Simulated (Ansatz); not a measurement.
**HfO2 under changes of volume**

One of the cells (11.532 Å³/atom); the others are scaled copies at fixed shape and fractional positions:

```xyz
12
Lattice="5.1180 0.0000 0.0000 0.0000 5.1857 0.0000 -0.8587 0.0000 5.2139" Properties=species:S:1:pos:R:3 pbc="T T T"
Hf    0.8021    2.3870    3.6914
Hf    3.0279    4.9798    4.1294
Hf    3.4573    2.7987    1.5224
Hf    1.2314    0.2059    1.0845
O    -0.3473    0.8733    4.4146
O     4.1773    3.4661    3.4062
O     4.6066    4.3124    0.7993
O     0.0821    1.7196    1.8076
O     1.4549    3.8473    5.1101
O     2.3751    1.2544    2.7107
O     2.8045    1.3384    0.1038
O     1.8842    3.9313    2.5032
```

| Quantity | Value |
| --- | --- |
| Program | Ansatz 0.2.0 |
| Functional | RPBE |
| Potentials or basis | Ansatz PAW |
| Cutoff | 420 eV (not typed: the program's choice for these potentials) |
| k mesh | 5 × 5 × 5 |
| Occupations | fermi-dirac, width 0.05 eV |
| Spin | no spin polarisation |

```csv
volume (Å³/atom),energy over the lowest point (meV/atom),pressure (GPa),gap on the mesh (eV),largest force (eV/Å)
10.840,100.92,29.2,4.50,0.726
11.070,63.89,22.4,4.43,0.644
11.301,?,?,?,?
11.532,16.71,10.7,4.29,0.503
11.762,4.92,5.7,4.23,0.444
11.993,0.00,1.2,4.16,0.394
12.223,1.31,-2.9,4.09,0.353
```

Task: What does the run at 11.301 Å³/atom give?

Result: Energy over the lowest point 36.08 meV/atom; pressure 16.3 GPa; gap on the mesh 4.36 eV; largest force 0.569 eV/Å.

Worked out: A Birch-Murnaghan fit of order 3 (a polynomial in V^(-2/3)) to the other rows has its minimum at 12.06 Å³/atom with B0 = V·E''(V) = 219 GPa and B' = 4.2 at fixed shape and positions, which overstates the stiffness. It gives 36.08 meV/atom at 11.301 Å³/atom, against the run's 36.08, and -dE/dV = 16.3 GPa, against 16.3. A straight line through the other rows of the gap, of slope -3.39 eV per unit of ln V, gives 4.36 eV, against the run's 4.36.

Energies are extrapolated to zero smearing.

Caveats: odd divisions of the mesh miss points on the zone boundary, where band edges often lie, so the gap on the mesh can be too wide; spin-orbit coupling is left out, which moves the levels of the heavy elements; the PAW data sets come from PBE, with cores solved anew for the run's functional, which leaves a small shift of forces and pressure.

A mesh can miss the band edges.
